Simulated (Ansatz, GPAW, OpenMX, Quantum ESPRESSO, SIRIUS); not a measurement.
## MnS: 8 runs at one level of theory

```xyz
2
Lattice="0.0000 2.6045 2.6045 2.6045 0.0000 2.6045 2.6045 2.6045 0.0000" Properties=species:S:1:pos:R:3 pbc="T T T"
Mn    0.0000    0.0000    0.0000
S     2.6045    2.6045    2.6045
```

Alike in all runs: task band structure; functional PBE; k mesh 9 × 9 × 9; occupations fermi-dirac, width 0.05 eV; collinear spin, ferromagnetic start; no spin-orbit coupling. The measured crystal is an antiferromagnetic insulator; the state found here is the runs' own. Pressure is positive in compression and, in plane waves, holds the error of the finite cutoff, which Ansatz's Pulay term estimates and takes out.

```json
{"program and potentials": "OpenMX, OpenMX 2013 PBE set, Mn6.0-s3p2d2, S7.0-s2p2d1f1, grid cutoff 400 Ry", "plane-wave cutoff (eV)": "-", "notes": "atomic basis", "pressure (GPa)": "-1.48", "net moment per atom (μB)": "2.36"}
{"program and potentials": "OpenMX, OpenMX 2013 PBE set, Mn6.0-s3p2d2f1, S7.0-s3p2d2f1, grid cutoff 400 Ry", "plane-wave cutoff (eV)": "-", "notes": "atomic basis", "pressure (GPa)": "-1.65", "net moment per atom (μB)": "2.37"}
{"program and potentials": "SIRIUS, all-electron FP-LAPW (ZORA valence), apw+lo standard", "plane-wave cutoff (eV)": "-", "notes": "-", "pressure (GPa)": "-", "net moment per atom (μB)": "2.35"}
{"program and potentials": "GPAW, GPAW PAW data sets (gpaw-data 1.2.1)", "plane-wave cutoff (eV)": "600", "notes": "-", "pressure (GPa)": "-2.99", "net moment per atom (μB)": "2.35"}
{"program and potentials": "Quantum ESPRESSO, PseudoDojo 0.4.1 SR PBE standard", "plane-wave cutoff (eV)": "1306", "notes": "-", "pressure (GPa)": "-2.04", "net moment per atom (μB)": "2.38"}
{"program and potentials": "SIRIUS, all-electron FP-LAPW (Koelling-Harmon valence), apw+lo standard", "plane-wave cutoff (eV)": "-", "notes": "-", "pressure (GPa)": "-", "net moment per atom (μB)": "2.35"}
{"program and potentials": "Ansatz, PseudoDojo standard (PBE files)", "plane-wave cutoff (eV)": "1306", "notes": "-", "pressure (GPa)": "-2.02", "net moment per atom (μB)": "2.38"}
{"program and potentials": "Ansatz, all-electron LAPW, scalar-relativistic", "plane-wave cutoff (eV)": "-", "notes": "-", "pressure (GPa)": "-2.87", "net moment per atom (μB)": "2.36"}
```

The pressure spans -2.99 (GPAW, GPAW PAW data sets (gpaw-data 1.2.1)) to -1.48 GPa (OpenMX, OpenMX 2013 PBE set, Mn6.0-s3p2d2, S7.0-s2p2d1f1, grid cutoff 400 Ry), with all-electron results at -2.87. The net moment per atom spans 2.35 (GPAW, GPAW PAW data sets (gpaw-data 1.2.1)) to 2.38 μB (Quantum ESPRESSO, PseudoDojo 0.4.1 SR PBE standard), with all-electron results at 2.35 to 2.36. The state is the one that the start led to, which needn't be the lowest. Rows in atomic bases carry the error of their basis and grid, which can be large.

Differences between rows come from potentials, basis sets and numerical settings, since the functional is the same but for its coding. Runs on potential files found faulty are left out.
